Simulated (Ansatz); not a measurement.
## In in Ansatz: the effect of functional

In:

```xyz
1
Lattice="-1.9073 1.9073 1.9073 1.9073 -1.9073 1.9073 1.9073 1.9073 -1.9073" Properties=species:S:1:pos:R:3 pbc="T T T"
In    0.0000    0.0000    0.0000
```

This isn't the form of In at room conditions, which is tetragonal.

The cell isn't the ideal one: volume scaled by 1.04.

Alike in all runs:

```yaml
Program: Ansatz 0.2.0
Task: single point
Potentials_or_basis: Ansatz PAW
k_mesh: 10 × 10 × 10
Occupations: fermi-dirac, width 0.05 eV
Spin: no spin polarisation
```

```tsv
functional	cutoff	pressure (GPa)
LDA	420 eV (not typed: the program's choice for these potentials)	?
PBEsol	420 eV (not typed: the program's choice for these potentials)	-2.6
r2SCAN	500 eV (not typed: the program's choice for these potentials)	-1.5
```

Q: What does the run with functional LDA give?

A: Pressure -4.0 GPa.

Caveats: the PAW data sets come from PBE, with cores solved anew for the run's functional, which leaves a small shift of forces and pressure.
